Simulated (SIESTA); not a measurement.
Wanted: the native input for a SIESTA 5.4.2 run.

| Property | Result |
| --- | --- |
| Task | band structure |
| Functional | PBEsol |
| Potentials or basis | PseudoDojo 0.4 standard (PBEsol files) |
| Basis | DZP (energy shift 0.003 Ry; two zetas on semicore shells) |
| Grid cutoff | 800 Ry |
| Energy shift | 0.003 Ry |
| k mesh | 10 × 10 × 8 |
| Occupations | fermi-dirac, width 0.05 eV |
| Spin | no spin polarisation |

Crystal: TiO.

```
CELL_PARAMETERS angstrom
3.03100 0.00000 0.00000
-1.51550 2.62492 0.00000
0.00000 0.00000 3.23770
ATOMIC_POSITIONS crystal
Ti 0.66667 0.33333 0.00000
O 0.00000 0.00000 0.50000
```

One way to write it, as run:

TiO.fdf

```
SystemName                      TiO
SystemLabel                     TiO
NumberOfSpecies                 2
NumberOfAtoms                   2
%block ChemicalSpeciesLabel
  1  22 Ti
  2   8 O
%endblock ChemicalSpeciesLabel

LatticeConstant                 1.0 Ang
%block LatticeVectors
     3.0310000000     0.0000000000     0.0000000000
    -1.5155000000     2.6249229989     0.0000000000
     0.0000000000     0.0000000000     3.2377000000
%endblock LatticeVectors
AtomicCoordinatesFormat         Fractional
%block AtomicCoordinatesAndAtomicSpecies
     0.6666666667     0.3333333333     0.0000000000  1  Ti
     0.0000000000     0.0000000000     0.5000000000  2  O
%endblock AtomicCoordinatesAndAtomicSpecies

%block kgrid.MonkhorstPack
   10   0   0  0.0
    0  10   0  0.0
    0   0   8  0.0
%endblock kgrid.MonkhorstPack
XC.Functional                   GGA
XC.Authors                      PBEsol
PAO.BasisSize                   DZP
PAO.EnergyShift                 0.003 Ry
Mesh.Cutoff                     800 Ry
OccupationFunction              FD
ElectronicTemperature           0.05 eV
MaxSCFIterations                120
SCF.MustConverge                false
SCF.Mixer.Method                Pulay
SCF.Mixer.Weight                0.25
SCF.Mixer.History               8
SCF.DM.Tolerance                5.0e-05
SCF.H.Tolerance                 1.0e-03 eV
WriteForces                     true
Charge.Mulliken                 end
BandLinesScale                  ReciprocalLatticeVectors
%block BandLines
    1    0.000000   0.000000   0.000000  \Gamma
   10    0.500000   0.000000   0.000000  M
    6    0.333333   0.333333   0.000000  K
   12    0.000000   0.000000   0.000000  \Gamma
    8    0.000000   0.000000   0.500000  A
   10    0.500000   0.000000   0.500000  L
    6    0.333333   0.333333   0.500000  H
   12    0.000000   0.000000   0.500000  A
    1    0.500000   0.000000   0.500000  L
    8    0.500000   0.000000   0.000000  M
    1    0.333333   0.333333   0.000000  K
    8    0.333333   0.333333   0.500000  H
%endblock BandLines
%block PAO.Basis
  Ti 5
  n=3 0 2
    3.151 0.000
  n=4 0 2
    8.703 0.000
  n=3 1 2
    3.568 0.000
  n=4 1 1
    8.703
  n=3 2 2
    6.267 0.000
%endblock PAO.Basis
```

Potentials or basis: PseudoDojo 0.4 standard (PBEsol files), DZP (energy shift 0.003 Ry; two zetas on semicore shells).

Command:

```sh
$ siesta < TiO.fdf > TiO.out 2>&1
```

Results of the run:

* Pressure: -40.1 GPa
* Band gap on the k mesh: none (metal or under the smearing width)

Caveat: a pressure of tens of GPa on the cell as given is suspect, and the run, the potentials or the cell itself is likely at fault; the basis of atomic orbitals isn't converged, which shifts pressures, moduli and gaps; semilocal functionals often make such compounds metallic where correlation or magnetic order opens a gap, which also shifts bond lengths.

Run time: 80 s on 1 thread of Intel(R) Xeon(R) Platinum 8375C CPU @ 2.90GHz (Ice Lake) (shared host), peak memory 0.31 GiB.
